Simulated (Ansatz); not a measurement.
# CoPt (space group P4/mmm, No. 123; ferromagnetic)

Space group P4/mmm (No. 123); a = b = 2.659 Å, c = 3.662 Å, α = β = γ = 90.00°

| atom | site | symmetry | x | y | z |
|---|---|---|---|---|---|
| Co | 1d | 4/mmm | 0.5000 | 0.5000 | 0.5000 |
| Pt | 1a | 4/mmm | 0.0000 | 0.0000 | 0.0000 |

Level of theory: PBEsol (Ansatz, a first-principles code), spin-orbit coupling left out. k-mesh 17×17×13 (Γ-centred); smearing 0.05 eV (Fermi–Dirac).

| Item | Value |
|---|---|
| Volume per atom | 12.95 Å³ |
| Density | 16.29 g/cm³ |
| Band gap | zero |
| Magnetic state | ferromagnetic |
| Total energy | -8738.476 eV/atom (σ→0; compares only within this code and set-up) |

Other magnetic orders, which the real material may have, were not ruled out. Whether these cells are dynamically stable was not tested.
